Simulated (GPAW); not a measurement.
# MgTe (F-43m) in GPAW: density of states with LDA

Aim: the density of states of MgTe with LDA.

Program: GPAW 26.7.0. These are calculated values, not measurements. Logs are shortened: lines on timing, memory, paths and dates and some standing lists are left out, and cuts for length are marked. The log counts tension as positive stress, the text compression.

## 1. The undisturbed crystal

Symmetry: F-43m, No. 216, cubic system. The conventional cell has a = 6.464 Å, b = 6.464 Å, c = 6.464 Å, α = 90.00°, β = 90.00°, γ = 90.00°. Around Te (site symmetry -43m) lie 4 Mg at 2.80 Å. Mg (site symmetry -43m) has 4 Te at 2.80 Å as nearest neighbours.

The cell comes from a database or a generator and needn't be the stable form of this composition.

## 2. Density of states, LDA (the cell as VASP's run set it)

File run.py:

```python
import numpy as np
from ase import Atoms
from ase.dft.bandgap import bandgap
from ase.io import write
from ase.units import Bohr, GPa
from gpaw import GPAW, PW
from gpaw.elf import elf_from_dft_calculation

atoms = Atoms(['Te', 'Te', 'Te', 'Te', 'Mg', 'Mg', 'Mg', 'Mg'],
              cell=[[6.46399765, 0.0, 0.0],
                    [0.0, 6.46399765, 0.0],
                    [0.0, 0.0, 6.46399765]],
              scaled_positions=[[0.25, 0.25, 0.75],
                                [0.25, 0.75, 0.25],
                                [0.75, 0.75, 0.75],
                                [0.75, 0.25, 0.25],
                                [0.0, 0.0, 0.0],
                                [0.0, 0.5, 0.5],
                                [0.5, 0.0, 0.5],
                                [0.5, 0.5, 0.0]],
              pbc=True)

calc = GPAW(mode=PW(800),
            xc='LDA',
            kpts={'size': (4, 4, 4), 'gamma': True},
            occupations={'name': 'methfessel-paxton', 'order': 0, 'width': 0.05},
            nbands=52,
            convergence={'density': 1e-05, 'energy': 1e-05},
            maxiter=150,
            txt='gpaw.txt')
atoms.calc = calc
energy = atoms.get_potential_energy()
forces = atoms.get_forces()
stress = atoms.get_stress()
calc.write('gs.gpw')
write('result.traj', atoms)
print(f'Energy: {energy:.6f} eV')
print('Forces (eV/A):')
print(forces.round(4))
print('Stress (GPa):', (stress / GPa).round(3))
print('Fermi level:', round(calc.get_fermi_level(), 4), 'eV')
print(f'Gap: {bandgap(calc)[0]:.4f} eV, direct: {bandgap(calc, direct=True)[0]:.4f} eV')

# fields on the real-space grid
write('density.cube', atoms, data=calc.get_pseudo_density() * Bohr**3)
write('potential.cube', atoms, data=calc.get_electrostatic_potential())
write('elf.cube', atoms, data=elf_from_dft_calculation(calc).data)

dense = calc.fixed_density(kpts={'size': (6, 6, 6), 'gamma': True}, update_fermi_level=True,
                           nbands=93, convergence={'bands': 'CBM+6.0', 'eigenstates': 1e-6}, txt='dos.txt')
ef = dense.get_fermi_level()
dos = dense.dos(shift_fermi_level=False)
energies = np.linspace(ef - 14, ef + 6, 401)
spins = [None]
columns = [energies] + [dos.raw_dos(energies, spin=s, width=0.2) for s in spins]
for symbol, l in [('Mg', 0), ('Mg', 1), ('Te', 0), ('Te', 1), ('Te', 2)]:
    for s in spins:
        columns.append(sum(dos.raw_pdos(energies, a=a.index, l=l, spin=s, width=0.2)
                           for a in atoms if a.symbol == symbol))
np.savetxt('dos.dat', np.array(columns).T, fmt='%.4f')
print('Fermi level on the dense mesh:', round(ef, 4), 'eV')
```

Potentials or basis: the program's PAW data sets (release 1.2.1) made for this functional, pw.

Run with:

```bash
> OMP_NUM_THREADS=1 python run.py
```

gpaw.txt:

```text
__  _  _
 | _ |_)|_||  |
 |__||  | ||/\| - 26.7.0

Input parameters:
  mode=PW(ecut=800.0),
  convergence={'density': 1e-05, 'energy': 1e-05},
  kpts=MonkhorstPack(size=(4, 4, 4), gamma=True),
  maxiter=150,
  nbands=52,
  occupations=Occupations(name='methfessel-paxton', order=0, width=0.05),
  xc=XC(name='LDA')

Diagonalizing LCAO Hamiltonian
Converting LCAO to pw mode
     .---------------.
    /|               |
   / |               |
  /  |          Te   |
 *   |               |
 |   |Te             |
 | Mg|               |
 |   |  Te           |
 |   .---Mg----------.
 |  /         Te    /
 | /       Mg      /
 |/               /
 Mg--------------*

Atoms  # Å, Bohr magnetons
|   | symbol |        x |        y |        z |    initial magnetic moments |
|---|--------|----------|----------|----------|-----------------------------|
| 0 |     Te | 1.615999 | 1.615999 | 4.847998 | ( 0.0000,  0.0000,  0.0000) |
| 1 |     Te | 1.615999 | 4.847998 | 1.615999 | ( 0.0000,  0.0000,  0.0000) |
| 2 |     Te | 4.847998 | 4.847998 | 4.847998 | ( 0.0000,  0.0000,  0.0000) |
| 3 |     Te | 4.847998 | 1.615999 | 1.615999 | ( 0.0000,  0.0000,  0.0000) |
| 4 |     Mg | 0.000000 | 0.000000 | 0.000000 | ( 0.0000,  0.0000,  0.0000) |
| 5 |     Mg | 0.000000 | 3.231999 | 3.231999 | ( 0.0000,  0.0000,  0.0000) |
| 6 |     Mg | 3.231999 | 0.000000 | 3.231999 | ( 0.0000,  0.0000,  0.0000) |
| 7 |     Mg | 3.231999 | 3.231999 | 0.000000 | ( 0.0000,  0.0000,  0.0000) |

Unit cell  # Å
| periodic |        x |        y |        z |  lengths |    angles |
|----------|----------|----------|----------|----------|-----------|
|      yes | 6.463998 | 0.000000 | 0.000000 | 6.463998 | 90.000000 |
|      yes | 0.000000 | 6.463998 | 0.000000 | 6.463998 | 90.000000 |
|      yes | 0.000000 | 0.000000 | 6.463998 | 6.463998 | 90.000000 |

Number of symmetries: 24
Symmetry operations  # r_c * U_cc + t_c -> r_c
|    | kind |            matrix            |
|----|------|------------------------------|
|  0 |  E   |  1, 0, 0,  0, 1, 0,  0, 0, 1 |
|  1 |  σ   |  1, 0, 0,  0, 0, 1,  0, 1, 0 |
|  2 |  σ   |  1, 0, 0,  0, 0,-1,  0,-1, 0 |
|  3 |  C2  |  1, 0, 0,  0,-1, 0,  0, 0,-1 |
|  4 |  σ   |  0, 1, 0,  1, 0, 0,  0, 0, 1 |
|  5 |  C3  |  0, 1, 0,  0, 0, 1,  1, 0, 0 |
|  6 |  C3  |  0, 1, 0,  0, 0,-1, -1, 0, 0 |
|  7 |  S4  |  0, 1, 0, -1, 0, 0,  0, 0,-1 |
|  8 |  C3  |  0, 0, 1,  1, 0, 0,  0, 1, 0 |
|  9 |  σ   |  0, 0, 1,  0, 1, 0,  1, 0, 0 |
| 10 |  S4  |  0, 0, 1,  0,-1, 0, -1, 0, 0 |
| 11 |  C3  |  0, 0, 1, -1, 0, 0,  0,-1, 0 |
| 12 |  C3  |  0, 0,-1,  1, 0, 0,  0,-1, 0 |
| 13 |  σ   |  0, 0,-1,  0, 1, 0, -1, 0, 0 |
| 14 |  S4  |  0, 0,-1,  0,-1, 0,  1, 0, 0 |
| 15 |  C3  |  0, 0,-1, -1, 0, 0,  0, 1, 0 |
| 16 |  S4  |  0,-1, 0,  1, 0, 0,  0, 0,-1 |
| 17 |  C3  |  0,-1, 0,  0, 0, 1, -1, 0, 0 |
| 18 |  C3  |  0,-1, 0,  0, 0,-1,  1, 0, 0 |
| 19 |  σ   |  0,-1, 0, -1, 0, 0,  0, 0, 1 |
| 20 |  C2  | -1, 0, 0,  0, 1, 0,  0, 0,-1 |
| 21 |  S4  | -1, 0, 0,  0, 0, 1,  0,-1, 0 |
| 22 |  S4  | -1, 0, 0,  0, 0,-1,  0, 1, 0 |
| 23 |  C2  | -1, 0, 0,  0,-1, 0,  0, 0, 1 |

BZ-sampling:
  Number of BZ points: 64
  Number of IBZ points: 10

  Monkhorst-Pack size: [4, 4, 4]
  Monkhorst-Pack shift: [0.125, 0.125, 0.125]

K-points  # in reciprocal-cell coordinates
|   |                                coordinates |     weight |
|---|--------------------------------------------|------------|
| 0 | (  0.00000000,   0.00000000,   0.00000000) | 0.01562500 |
| 1 | (  0.25000000,   0.00000000,   0.00000000) | 0.09375000 |
| 2 | (  0.25000000,   0.25000000,   0.00000000) | 0.18750000 |
| 3 | (  0.25000000,   0.25000000,   0.25000000) | 0.12500000 |
| 4 | (  0.50000000,   0.00000000,   0.00000000) | 0.04687500 |
| 5 | (  0.50000000,   0.25000000,   0.00000000) | 0.18750000 |
| 6 | (  0.50000000,   0.25000000,   0.25000000) | 0.18750000 |
| 7 | (  0.50000000,   0.50000000,   0.00000000) | 0.04687500 |
| 8 | (  0.50000000,   0.50000000,   0.25000000) | 0.09375000 |
| 9 | (  0.50000000,   0.50000000,   0.50000000) | 0.01562500 |

Plane wave coefficients: 13949
Cutoff: 800.0 eV

Spin-components: 1 (collinear spins)
Bands:           52
Projectors:      40
Spin-degeneracy: 2
Datatype:        complex128

Parallelization:
  kpt:    1
  domain: 1
  band:   1

Density:
  Valence electrons: 64.0
  Components: 1
  Grid points: [45 45 45]
  Charge: 0.0  # |e|

Potential:
  Grid points: [45 45 45]

species:
  Te:
    name:    Tellurium
    Z:       52.0
    valence: 6
    core:    46
    charge:  0.0  # [|e|]
    compensation charges:
      type: gauss
      rc: 0.36  # [Å]
      lmax: 2
    cutoffs:
      filter: 2.09  # [Å]
      core: 3.17  # [Å]
    projectors
    | kind |    occ | energy [eV] | rcut [Å] |
    |------|--------|-------------|----------|
    |   5s |  2.000 |     -15.337 |    1.180 |
    |   5p |  4.000 |      -6.113 |    1.196 |
    |    s |        |      11.875 |    1.180 |
    |    p |        |      21.098 |    1.196 |
    |    d |        |       0.000 |    1.238 |

    Using partial waves for Te as LCAO basis

  Mg:
    name:    Magnesium
    Z:       12.0
    valence: 10
    core:    2
    charge:  0.0  # [|e|]
    compensation charges:
      type: gauss
      rc: 0.33  # [Å]
      lmax: 2
    cutoffs:
      filter: 1.86  # [Å]
      core: 0.54  # [Å]
    projectors
    | kind |    occ | energy [eV] | rcut [Å] |
    |------|--------|-------------|----------|
    |   2s |  2.000 |     -79.291 |    1.090 |
    |   3s |  2.000 |      -4.782 |    1.090 |
    |   2p |  6.000 |     -46.725 |    1.085 |
    |   3p |  0.000 |      -1.374 |    1.085 |
    |    d |        |       0.000 |    1.037 |

    Using partial waves for Mg as LCAO basis

Reference energy: -760258.904640  # eV

eigensolver:
  PPCG
  Converge bands: occupied
  niter=2

density mixing:
  MSR1-Mixer
  Pratt-step length: 0.05
  Maximum mixing coefficient: 0.75
  Old densities: 10
  SVD Regularization: 0.005
  Good broyden scale: 1.0
  Trust region scale: 1.0
  Backstep threshold: 4.0
  History deletion threshold: 6.0
  Fourier metric: weight=20.0, sigma=0.015

occupation numbers:
  Methfessel-Paxton:
    width: 0.0500  # eV
    order: 0

poisson solver:
  ecut: 6400.0  # eV

xc functional:
  name: None

convergence criteria:
- Maximum integral of absolute [dens]ity change: 1e-05 electrons / valence electron
- Maximum [total energy] change in last 3 cyles: 1e-05 eV / valence electron
- Maximum integral of absolute [eigenst]ate change: 4e-08 eV^2 / valence electron
maximum number of iterations: 150

SCF iterations
|iter     | |      energy | eigst |  dens |
|---------|-|-------------|-------|-------|
|iter:   1| |  -30.507520 | +0.31 |       |
|iter:   2| |  -30.418355 | -1.57 | -1.18 |
|iter:   3| |  -29.815401 | -1.60 | -1.21 |
|iter:   4| |  -29.802427 | -2.90 | -1.85 |
|iter:   5| |  -29.802776 | -3.73 | -2.39 |
|iter:   6| |  -29.802812c| -5.04 | -3.20 |
|iter:   7| |  -29.802809c| -5.94 | -3.65 |
|iter:   8| |  -29.802809c| -7.05 | -4.11 |
|iter:   9| |  -29.802809c| -7.98c| -4.75 |
|iter:  10| |  -29.802809c| -8.52c| -5.49c|

Converged in 10 steps
Energy contributions relative to reference atoms: (reference = -760258.904640)

Energy contributions:
  Kinetic:          38.454990
  Coulomb:         -36.507207
  Zero:              0.429900
  External:          0.000000
  Xc:              -32.180492
  Entropy:          -0.000000
  Spinorbit:         0.000000
  ----------------------------
  Free energy:     -29.802809
  Extrapolated:    -29.802809

dipole moment: (-18.730637, -18.730637, -18.730637)  # |e|*Ang

Fermi level: 2.691
Eigenvalues  # (at kpt = [0.000, 0.000, 0.000])
| band index |      eig [eV] | occ [0-2] |
|------------|---------------|-----------|
|          0 |       -72.690 |     2.000 |
|        ... |               |           |
|         24 |         0.630 |     2.000 |
|         25 |         0.630 |     2.000 |
|         26 |         0.630 |     2.000 |
|         27 |         0.630 |     2.000 |
|         28 |         0.630 |     2.000 |
|         29 |         1.814 |     2.000 |
[... 8 lines left out ...]
|         38 |         5.251 |     0.000 |
|         39 |         7.226 |     0.000 |
|        ... |               |           |
|         51 |        11.452 |     0.000 |

Gap: 2.196 eV
Transition (v -> c):
  (s=0, k=0, n=31, [0.00, 0.00, 0.00]) -> (s=0, k=0, n=32, [0.00, 0.00, 0.00])
No difference between direct/indirect transitions

Forces  # eV/Ang
|        x |        y |        z |
|----------|----------|----------|
|  0.00001 |  0.00001 | -0.00001 |  # Te   0
|  0.00001 | -0.00001 |  0.00001 |  # Te   1
| -0.00001 | -0.00001 | -0.00001 |  # Te   2
| -0.00001 |  0.00001 |  0.00001 |  # Te   3
| -0.00000 | -0.00000 |  0.00000 |  # Mg   4
| -0.00000 |  0.00000 |  0.00000 |  # Mg   5
|  0.00000 | -0.00000 |  0.00000 |  # Mg   6
|  0.00000 | -0.00000 | -0.00000 |  # Mg   7

Stress tensor  # eV/Ang^3
|        x |        y |        z |
|----------|----------|----------|
| 0.010054 | 0.000000 | 0.000000 |
| 0.000000 | 0.010054 | 0.000000 |
| 0.000000 | 0.000000 | 0.010054 |

# Writing to gs.gpw (mode='')
```

It took 8 min on 1 thread of Arm Neoverse V2, shared host; peak memory 1.1 GiB.

What came out:

```
Free energy            : -29.8028 eV
Pressure               : -1.6 GPa
Band gap on the k mesh : 2.20 eV
```

States per cell in windows of 1 eV (zero at the valence-band top; states under -8 eV left out):
```tsv
from (eV)	total
-8.0	0.00
-7.0	0.00
-6.0	0.00
-5.0	0.00
-4.0	1.23
-3.0	6.18
-2.0	7.61
-1.0	8.81
0.0	0.17
1.0	0.00
2.0	0.34
3.0	5.81
4.0	5.67
5.0	7.85
```

Caveat: spin-orbit coupling is left out, which moves the levels of the heavy elements.
